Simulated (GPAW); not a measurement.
Crystal: Se.

```xyz
3
Lattice="4.3662 0.0000 0.0000 -2.1831 3.7812 0.0000 0.0000 0.0000 4.9536" Properties=species:S:1:pos:R:3 pbc="T T T"
Se    1.6910    2.9289    0.0000
Se   -0.4921    0.8523    3.3024
Se    0.9841    0.0000    1.6512
```

| Item | Value |
| --- | --- |
| Program | GPAW 26.7.0 |
| Task | single point |
| Functional | PBEsol |
| Potentials or basis | PAW data sets generated in the run's folder for this functional |
| Cutoff | 600 eV |
| Basis | pw |
| k mesh | 7 × 7 × 6 |
| Occupations | fermi-dirac, width 0.05 eV |
| Spin | no spin polarisation |

On this cell: pressure 0.2 GPa; largest force 0.310 eV/Å; band gap on the k mesh 1.14 eV, indirect (least direct gap 1.43 eV).

The same run follows on a disturbed copy (atoms moved at random, drawn with an rms of 0.05 Å):

```
CELL_PARAMETERS angstrom
4.36620 0.00000 0.00000
-2.18310 3.78124 0.00000
0.00000 0.00000 4.95360
ATOMIC_POSITIONS crystal
Se 0.77894 0.77804 0.00263
Se 0.00918 0.23606 0.65783
Se 0.22781 0.00178 0.32738
```

Task: What does the disturbed cell give?

Result: The energy moves by +4.0 meV/atom; pressure 0.0 GPa; largest force 0.575 eV/Å; band gap on the k mesh 0.85 eV, indirect (least direct gap 1.27 eV).

Forces on the atoms (eV/Å):
```
Se  -0.255 -0.133 -0.498
Se  -0.163  0.037  0.323
Se   0.418  0.096  0.175
```

Stress tensor (GPa, compression positive):
```
 0.12  0.25  0.50
 0.25 -1.10  1.32
 0.50  1.32  0.99
```

Caveats: an odd mesh through Γ misses points on the zone boundary, where band edges often lie.
